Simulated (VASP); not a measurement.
# Zr (P-1) in VASP: further runs, part 2 of 2

VASP 6.6.1. The steps go on from the part before.

### Step 3. Band structure, revPBE (atom 2 moved 0.06 Å)

INCAR reads:

```
SYSTEM = Zr
PREC = Accurate
ENCUT = 520
EDIFF = 1E-7
ISMEAR = -1
SIGMA = 0.05
LREAL = .False.
LASPH = .True.
NELM = 100
ALGO = Fast
ISIF = 2
LWAVE = .False.
LCHARG = .False.
LMAXMIX = 4
GGA = RE
NBANDS = 19
```

KPOINTS reads:

```
Automatic mesh
0
Gamma
  9 9 5
  0 0 0
```

POSCAR reads:

```
Zr
1.0
    3.2319982200      0.0000000000      0.0000000000
   -1.6159991100      2.7989925700      0.0000000000
    0.0000000000      0.0000000000      5.1470000000
Zr
2
Direct
    0.3346542400      0.6741300100      0.2538998500
    0.6653457600      0.3258699900      0.7461001500
```

KPOINTS_OPT reads:

```
path GMKGALHA,LM,KH
10
line-mode
reciprocal
 0.0000000000  0.0000000000  0.0000000000  G
 0.5000000000  0.0000000000  0.0000000000  M

 0.5000000000  0.0000000000  0.0000000000  M
 0.3333333333  0.3333333333  0.0000000000  K

 0.3333333333  0.3333333333  0.0000000000  K
 0.0000000000  0.0000000000  0.0000000000  G

 0.0000000000  0.0000000000  0.0000000000  G
 0.0000000000  0.0000000000  0.5000000000  A

 0.0000000000  0.0000000000  0.5000000000  A
 0.5000000000  0.0000000000  0.5000000000  L

 0.5000000000  0.0000000000  0.5000000000  L
 0.3333333333  0.3333333333  0.5000000000  H

 0.3333333333  0.3333333333  0.5000000000  H
 0.0000000000  0.0000000000  0.5000000000  A

 0.5000000000  0.0000000000  0.5000000000  L
 0.5000000000  0.0000000000  0.0000000000  M

 0.3333333333  0.3333333333  0.0000000000  K
 0.3333333333  0.3333333333  0.5000000000  H
```

Potentials or basis: VASP PAW PBE potentials, release 64 (Zr_sv).

Launch:

```
$ cat potpaw_PBE.64/Zr_sv/POTCAR > POTCAR
$ mpirun -np 1 vasp_std > vasp.out
```

OUTCAR:

```text
SYSTEM = Zr
   PREC = Accurate
   ENCUT = 520
   EDIFF = 1E-7
   ISMEAR = -1
   LREAL = .False.
   LASPH = .True.
   NELM = 100
   ISIF = 2
   GGA = RE

 ion  position               nearest neighbor table
   1  0.335  0.674  0.254-   2 3.12   2 3.15   2 3.17   2 3.19   2 3.22   2 3.23
   2  0.665  0.326  0.746-   1 3.12   1 3.15   1 3.17   1 3.19   1 3.22   1 3.23

  LATTYP: Found a hexagonal cell.
 ALAT       =     3.2319982200
 C/A-ratio  =     1.5925132533

  Lattice vectors:
[... 190 lines left out ...]
      2     -39.6523      2.00000
      3     -18.3304      2.00000
      4     -17.4694      2.00000
      5     -17.4531      2.00000
      6     -17.3250      2.00000
[... 505 lines left out ...]
      6     -17.6751      2.00000
[... 11 lines left out ...]
     18      14.1267      0.00000
     19      14.2785      0.00000

 [... further k-points ...]
[... 5 lines left out ...]
  --------------------------------------------------------------------------------------
  -------------------------------------------------------------------------------------
  Total        0.4336945      0.6195353      0.8054316      0.0316450      0.0041762     -0.0015113
  in kB       14.9233896     21.3181555     27.7148303      1.0889023      0.1437040     -0.0520022
  external PRESSURE =      21.3187918 kB  Pullay stress =       0.0000000 kB

 VOLUME and BASIS-vectors are now :
 -----------------------------------------------------------------------------
  energy-cutoff  :      520.00
  volume of cell :       46.56
      direct lattice vectors                 reciprocal lattice vectors
     3.231998220  0.000000000  0.000000000     0.309406111  0.178635701  0.000000000
    -1.615999110  2.798992570  0.000000000     0.000000000  0.357271402  0.000000000
     0.000000000  0.000000000  5.147000000     0.000000000  0.000000000  0.194287935

 POSITION                                       TOTAL-FORCE (eV/Angst)
 -----------------------------------------------------------------------------------
     -0.00779      1.88688      1.30682         0.015237     -0.039576     -0.164978
      1.62379      0.91211      3.84018        -0.015237      0.039576      0.164978
 -----------------------------------------------------------------------------------
    total drift:                               -0.000000      0.000000     -0.000000

  FREE ENERGIE OF THE ION-ELECTRON SYSTEM (eV)
  ---------------------------------------------------
  free  energy   TOTEN  =       -16.3661853565 eV

  energy  without entropy=      -16.3509565392  energy(sigma->0) =      -16.35857095
```

stdout:

```text
POSCAR found type information on POSCAR Zr
 POSCAR found :  1 types and       2 ions
 scaLAPACK will be used
 -----------------------------------------------------------------------------
[... 78 lines left out ...]
 num prob  num prob  num prob  num prob  num prob  num prob  num prob  num prob RMM:  21    -0.163661845272E+02   -0.37313E-06   -0.30584E-06  9995   0.753E-03    0.563E-03
 num prob  num prob  num prob  num prob  num prob  num prob  num prob  num prob  num prob  num prob  num prob  num prob  num prob WARNING in EDDRMM: call to ZHEGV failed, returncode =   6  3      4
 num prob WARNING in EDDRMM: call to ZHEGV failed, returncode =   6  3      9
WARNING in EDDRMM: call to ZHEGV failed, returncode =   8  4      6
 num prob WARNING in EDDRMM: call to ZHEGV failed, returncode =   8  4      6
 num prob  num prob  num prob  num prob  num prob  num prob
```

It took 4.7 min on 1 thread of AMD EPYC 7R13 (Zen 3), shared host; peak memory 0.32 GiB.

What came out:

* Free energy: -16.3662 eV
* Pressure: 2.1 GPa
* Largest force: 0.170 eV/Å
* Band gap along the path: none (metal or under the smearing width)

Forces in eV/Å, atoms in the order of the input:
```
Zr   0.015 -0.040 -0.165
Zr  -0.015  0.040  0.165
```

Levels at the corners of the path, in eV from the Fermi level:
```csv
point,band 8,band 9,band 10,band 11,band 12,band 13,band 14,band 15,band 16,band 17
Γ,-26.38,-5.66,-3.04,0.83,0.88,0.94,1.20,1.50,1.58,2.05
M,-26.49,-2.58,-2.52,-2.16,-0.23,0.53,0.80,1.46,4.88,5.24
M,-26.49,-2.58,-2.52,-2.16,-0.23,0.53,0.80,1.46,4.88,5.24
K,-26.76,-2.11,-1.38,-1.37,-1.15,0.21,0.31,1.80,4.25,4.33
K,-26.76,-2.11,-1.38,-1.37,-1.15,0.21,0.31,1.80,4.25,4.33
Γ,-26.38,-5.66,-3.04,0.83,0.88,0.94,1.20,1.50,1.58,2.05
Γ,-26.38,-5.66,-3.04,0.83,0.88,0.94,1.20,1.50,1.58,2.05
A,-26.45,-3.97,-3.94,-0.12,0.18,0.73,0.75,0.77,0.79,3.83
A,-26.45,-3.97,-3.94,-0.12,0.18,0.73,0.75,0.77,0.79,3.83
L,-26.60,-2.89,-2.85,-1.13,-1.00,1.59,1.61,2.10,2.32,5.09
L,-26.60,-2.89,-2.85,-1.13,-1.00,1.59,1.61,2.10,2.32,5.09
H,-26.55,-1.45,-1.44,-1.35,-1.23,-0.05,-0.05,1.93,2.14,4.37
H,-26.55,-1.45,-1.44,-1.35,-1.23,-0.05,-0.05,1.93,2.14,4.37
A,-26.45,-3.97,-3.94,-0.12,0.18,0.73,0.75,0.77,0.79,3.83
L,-26.60,-2.89,-2.85,-1.13,-1.00,1.59,1.61,2.10,2.32,5.09
M,-26.49,-2.58,-2.52,-2.16,-0.23,0.53,0.80,1.46,4.88,5.24
K,-26.76,-2.11,-1.38,-1.37,-1.15,0.21,0.31,1.80,4.25,4.33
H,-26.55,-1.45,-1.44,-1.35,-1.23,-0.05,-0.05,1.93,2.14,4.37
```

Caveat: the PAW data sets were made with another functional, which shifts forces and pressure a little.

### Step 4. Band structure, BLYP (atom 2 moved 0.06 Å)

INCAR, as its differences from that of step 3:

```diff
@@ -14,3 +14,7 @@
 LMAXMIX = 4
-GGA = RE
+GGA = B5
+ALDAX = 1.0
+AGGAX = 1.0
+AGGAC = 1.0
+ALDAC = 0.0
 NBANDS = 19
```

KPOINTS is that of step 3.

POSCAR is that of step 3.

KPOINTS_OPT is that of step 3.

Launch:

```
$ cat potpaw_PBE.64/Zr_sv/POTCAR > POTCAR
$ mpirun -np 1 vasp_std > vasp.out
```

Wall time 5.3 min (1 thread of AMD EPYC 7R13 (Zen 3), shared host); peak memory 0.32 GiB.

The run converged. Its results:

| Property | Result |
| --- | --- |
| Free energy | -14.6441 eV |
| Pressure | 3.8 GPa |
| Largest force | 0.185 eV/Å |
| Band gap along the path | none (metal or under the smearing width) |

Forces in eV/Å, atoms in the order of the input:
```
Zr   0.011 -0.030 -0.182
Zr  -0.011  0.030  0.182
```

Stress tensor (GPa, compression positive):
```
3.13 0.09 0.00
0.09 3.68 0.00
0.00 0.00 4.57
```

Levels at the corners of the path, in eV from the Fermi level:
```tsv
point	band 10	band 11	band 12	band 13	band 14	band 15
Γ	-3.01	0.76	0.81	0.89	1.39	1.42
M	-2.48	-2.13	-0.09	0.47	0.80	1.43
M	-2.48	-2.13	-0.09	0.47	0.80	1.43
K	-1.34	-1.34	-1.05	0.20	0.30	1.78
K	-1.34	-1.34	-1.05	0.20	0.30	1.78
Γ	-3.01	0.76	0.81	0.89	1.39	1.42
Γ	-3.01	0.76	0.81	0.89	1.39	1.42
A	-3.81	-0.12	0.18	0.66	0.68	0.70
A	-3.81	-0.12	0.18	0.66	0.68	0.70
L	-2.81	-1.16	-1.03	1.74	1.75	2.04
L	-2.81	-1.16	-1.03	1.74	1.75	2.04
H	-1.45	-1.29	-1.16	-0.02	-0.01	1.86
H	-1.45	-1.29	-1.16	-0.02	-0.01	1.86
A	-3.81	-0.12	0.18	0.66	0.68	0.70
L	-2.81	-1.16	-1.03	1.74	1.75	2.04
M	-2.48	-2.13	-0.09	0.47	0.80	1.43
K	-1.34	-1.34	-1.05	0.20	0.30	1.78
H	-1.45	-1.29	-1.16	-0.02	-0.01	1.86
```

Caveat: the PAW data sets were made with another functional, which shifts forces and pressure a little.

### Step 5. Band structure, AM05 (atom 2 moved 0.06 Å)

INCAR, as its differences from that of step 4:

```diff
@@ -14,7 +14,3 @@
 LMAXMIX = 4
-GGA = B5
-ALDAX = 1.0
-AGGAX = 1.0
-AGGAC = 1.0
-ALDAC = 0.0
+GGA = AM
 NBANDS = 19
```

KPOINTS is that of step 4.

POSCAR is that of step 4.

KPOINTS_OPT is that of step 4.

Launch:

```
$ cat potpaw_PBE.64/Zr_sv/POTCAR > POTCAR
$ mpirun -np 1 vasp_std > vasp.out
```

Wall time 4.2 min (1 thread of AMD EPYC 7R13 (Zen 3), shared host); peak memory 0.32 GiB.

Results (log left out):

- Free energy: -17.6783 eV
- Pressure: -3.0 GPa
- Largest force: 0.152 eV/Å
- Band gap along the path: none (metal or under the smearing width)

Forces on the atoms (eV/Å):
```
Zr   0.014 -0.035 -0.147
Zr  -0.014  0.035  0.147
```

Stress tensor (GPa, compression positive):
```
-3.62  0.10  0.00
 0.10 -3.00  0.01
 0.00  0.01 -2.37
```

Levels at the corners of the path, in eV from the Fermi level:
| point | band 10 | band 11 | band 12 | band 13 | band 14 | band 15 |
| --- | --- | --- | --- | --- | --- | --- |
| Γ | -3.05 | 0.83 | 0.88 | 0.94 | 1.20 | 1.51 |
| M | -2.53 | -2.17 | -0.23 | 0.52 | 0.79 | 1.46 |
| M | -2.53 | -2.17 | -0.23 | 0.52 | 0.79 | 1.46 |
| K | -1.37 | -1.36 | -1.16 | 0.20 | 0.31 | 1.79 |
| K | -1.37 | -1.36 | -1.16 | 0.20 | 0.31 | 1.79 |
| Γ | -3.05 | 0.83 | 0.88 | 0.94 | 1.20 | 1.51 |
| Γ | -3.05 | 0.83 | 0.88 | 0.94 | 1.20 | 1.51 |
| A | -3.97 | -0.11 | 0.19 | 0.73 | 0.75 | 0.77 |
| A | -3.97 | -0.11 | 0.19 | 0.73 | 0.75 | 0.77 |
| L | -2.87 | -1.13 | -1.00 | 1.59 | 1.61 | 2.10 |
| L | -2.87 | -1.13 | -1.00 | 1.59 | 1.61 | 2.10 |
| H | -1.46 | -1.36 | -1.23 | -0.04 | -0.03 | 1.92 |
| H | -1.46 | -1.36 | -1.23 | -0.04 | -0.03 | 1.92 |
| A | -3.97 | -0.11 | 0.19 | 0.73 | 0.75 | 0.77 |
| L | -2.87 | -1.13 | -1.00 | 1.59 | 1.61 | 2.10 |
| M | -2.53 | -2.17 | -0.23 | 0.52 | 0.79 | 1.46 |
| K | -1.37 | -1.36 | -1.16 | 0.20 | 0.31 | 1.79 |
| H | -1.46 | -1.36 | -1.23 | -0.04 | -0.03 | 1.92 |

Caveat: the PAW data sets were made with another functional, which shifts forces and pressure a little.

### Step 6. Band structure, PW91 (atom 2 moved 0.06 Å)

INCAR, as its differences from that of step 5:

```diff
@@ -14,3 +14,3 @@
 LMAXMIX = 4
-GGA = AM
+GGA = 91
 NBANDS = 19
```

KPOINTS is that of step 5.

POSCAR is that of step 5.

KPOINTS_OPT is that of step 5.

Potentials or basis: VASP PAW PBE potentials, release 64 (Zr_sv).

Launch:

```
$ cat potpaw_PBE.64/Zr_sv/POTCAR > POTCAR
$ mpirun -np 1 vasp_std > vasp.out
```

Run time: 4.3 min. Hardware: 1 thread of AMD EPYC 7R13 (Zen 3), shared host; peak memory 0.32 GiB.

It converged, with:

| Item | Value |
| --- | --- |
| Free energy | -16.9934 eV |
| Pressure | 0.3 GPa |
| Largest force | 0.168 eV/Å |
| Band gap along the path | none (metal or under the smearing width) |

Forces in eV/Å, atoms in the order of the input:
```
Zr   0.013 -0.034 -0.164
Zr  -0.013  0.034  0.164
```

Stress tensor (GPa, compression positive):
```
-0.30  0.10  0.00
 0.10  0.29  0.01
 0.00  0.01  1.02
```

Levels at the corners of the path, in eV from the Fermi level:
| point | band 9 | band 10 | band 11 | band 12 | band 13 | band 14 | band 15 | band 16 |
| --- | --- | --- | --- | --- | --- | --- | --- | --- |
| Γ | -5.62 | -3.03 | 0.81 | 0.85 | 0.93 | 1.26 | 1.48 | 1.56 |
| M | -2.58 | -2.51 | -2.16 | -0.18 | 0.50 | 0.80 | 1.45 | 4.85 |
| M | -2.58 | -2.51 | -2.16 | -0.18 | 0.50 | 0.80 | 1.45 | 4.85 |
| K | -2.11 | -1.36 | -1.36 | -1.12 | 0.20 | 0.31 | 1.79 | 4.22 |
| K | -2.11 | -1.36 | -1.36 | -1.12 | 0.20 | 0.31 | 1.79 | 4.22 |
| Γ | -5.62 | -3.03 | 0.81 | 0.85 | 0.93 | 1.26 | 1.48 | 1.56 |
| Γ | -5.62 | -3.03 | 0.81 | 0.85 | 0.93 | 1.26 | 1.48 | 1.56 |
| A | -3.93 | -3.90 | -0.12 | 0.18 | 0.71 | 0.72 | 0.75 | 0.76 |
| A | -3.93 | -3.90 | -0.12 | 0.18 | 0.71 | 0.72 | 0.75 | 0.76 |
| L | -2.88 | -2.84 | -1.14 | -1.01 | 1.64 | 1.66 | 2.08 | 2.29 |
| L | -2.88 | -2.84 | -1.14 | -1.01 | 1.64 | 1.66 | 2.08 | 2.29 |
| H | -1.45 | -1.45 | -1.33 | -1.21 | -0.03 | -0.03 | 1.91 | 2.12 |
| H | -1.45 | -1.45 | -1.33 | -1.21 | -0.03 | -0.03 | 1.91 | 2.12 |
| A | -3.93 | -3.90 | -0.12 | 0.18 | 0.71 | 0.72 | 0.75 | 0.76 |
| L | -2.88 | -2.84 | -1.14 | -1.01 | 1.64 | 1.66 | 2.08 | 2.29 |
| M | -2.58 | -2.51 | -2.16 | -0.18 | 0.50 | 0.80 | 1.45 | 4.85 |
| K | -2.11 | -1.36 | -1.36 | -1.12 | 0.20 | 0.31 | 1.79 | 4.22 |
| H | -1.45 | -1.45 | -1.33 | -1.21 | -0.03 | -0.03 | 1.91 | 2.12 |

Caveat: the PAW data sets were made with another functional, which shifts forces and pressure a little.

### Step 7. Summary

```csv
level,pressure (GPa),largest force (eV/Å)
RPBE,2.8,0.17
revPBE,2.1,0.17
BLYP,3.8,0.18
AM05,-3.0,0.15
PW91,0.3,0.17
```

Alike in all rows: task band structure; potentials or basis VASP PAW PBE potentials, release 64 (Zr_sv); no spin polarisation; cell atom 2 moved 0.06 Å; k mesh 9 × 9 × 5; cutoff (eV) 520; smearing fermi-dirac 0.05 eV.

Caveats: the PAW data sets were made with another functional, which shifts forces and pressure a little.

Total energies depend on the potentials used, so only differences within one code and one set of settings carry meaning.
